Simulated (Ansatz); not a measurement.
Crystal: CsPbBr3.

```xyz
5
Lattice="5.8700 0.0000 0.0000 0.0000 5.8700 0.0000 0.0000 0.0000 5.8700" Properties=species:S:1:pos:R:3 pbc="T T T"
Pb    2.9350    2.9350    2.9350
Cs    0.0000    0.0000    0.0000
Br    2.9350    2.9350    0.0000
Br    2.9350    0.0000    2.9350
Br    0.0000    2.9350    2.9350
```

Measurements of this composition are mostly on another form, of space group No. 62.

```yaml
Program: Ansatz 0.2.0
Task: relaxation of cell and atoms
Functional: r2SCAN
Potentials_or_basis: Ansatz PAW
Cutoff: "500 eV (not typed: the program's choice for these potentials)"
k_mesh: 5 × 5 × 5
Occupations: fermi-dirac, width 0.05 eV
Spin: no spin polarisation
```

At the start: volume 40.45 Å³/atom.

Q: Where does the relaxation end?

A: It ends after 4 steps and the volume is 41.76 Å³/atom (+3.2 %); space group Pm-3m (No. 221, to 0.05 Å).

Step by step:
| step | energy change (eV) | largest force (eV/Å) | volume (Å³) |
| --- | --- | --- | --- |
| 1 | 0.0000 | 0.0000 | 202.26 |
| 2 | -0.0124 | 0.0000 | 206.28 |
| 3 | -0.0145 | 0.0000 | 208.79 |
| 4 | -0.0150 | 0.0000 | 208.79 |

Final structure:
```
CELL_PARAMETERS angstrom
5.93247 0.00000 0.00000
0.00000 5.93247 0.00000
0.00000 0.00000 5.93247
ATOMIC_POSITIONS crystal
Pb 0.50000 0.50000 0.50000
Cs 0.00000 0.00000 0.00000
Br 0.50000 0.50000 0.00000
Br 0.50000 0.00000 0.50000
Br 0.00000 0.50000 0.50000
```

Caveat: the plane-wave basis is chosen anew once the cell has moved, so the energies of steps on either side of that aren't comparable; the PAW data sets come from PBE, with cores solved anew for the run's functional, which leaves a small shift of forces and pressure.
